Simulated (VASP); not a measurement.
Wanted: the native input for a VASP 6.6.1 run.

```
Task                   : single point
Functional             : PBEsol
Potentials or basis    : VASP PAW PBE potentials, release 64 (Ag, Cl)
Cutoff                 : 520 eV
k mesh                 : 12 × 12 × 12
Occupations            : gaussian, width 0.05 eV
Spin                   : no spin polarisation
Dipole correction      : no
Further INCAR settings : ALGO = Fast; EDIFF = 1e-07; NBANDS = 16
```

The structure of AgCl lies in POSCAR:

```
AgCl
1.0
    3.7304853767      0.0000000000      0.0000000000
    0.0000000000      3.7304853767      0.0000000000
    0.0000000000      0.0000000000      2.9097785938
Ag Cl
1 1
Direct
    0.0000000000      0.0000000000      0.0000000000
    0.5000000000      0.5000000000      0.5000000000
```

Measurements of this composition are mostly on another form, of space group No. 225.

One way to write it, as run:

INCAR

```
PREC     = Accurate       # precision mode
ENCUT    = 520            # plane-wave cutoff, eV
EDIFF    = 1E-7           # SCF threshold, eV
ISMEAR   = 0              # smearing method
SIGMA    = 0.05           # smearing width, eV
LREAL    = F              # projectors in reciprocal space
LASPH    = T              # aspherical terms in the spheres
NELM     = 100            # most SCF steps
ALGO     = Fast           # electronic algorithm
ISIF     = 2              # what is computed and relaxed
LWAVE    = F              # write WAVECAR
LCHARG   = F              # write CHGCAR
GGA      = PS             # functional
NBANDS   = 16             # bands
```

KPOINTS

```
regular mesh
0
Gamma
  12 12 12
```

Potentials or basis: VASP PAW PBE potentials, release 64 (Ag, Cl).

Run with:

```sh
$ cat potpaw_PBE.64/Ag/POTCAR potpaw_PBE.64/Cl/POTCAR > POTCAR
$ mpirun -np 1 vasp_std > vasp.out
```

It gave:

```
Pressure               : -2.9 GPa
Band gap on the k mesh : none (metal or under the smearing width)
```

Caveat: the PAW data sets were made with another functional, which shifts forces and pressure a little.

It took 62 s on 1 thread of AMD EPYC 9R14 (Zen 4), on a shared host, peak memory 0.21 GiB.
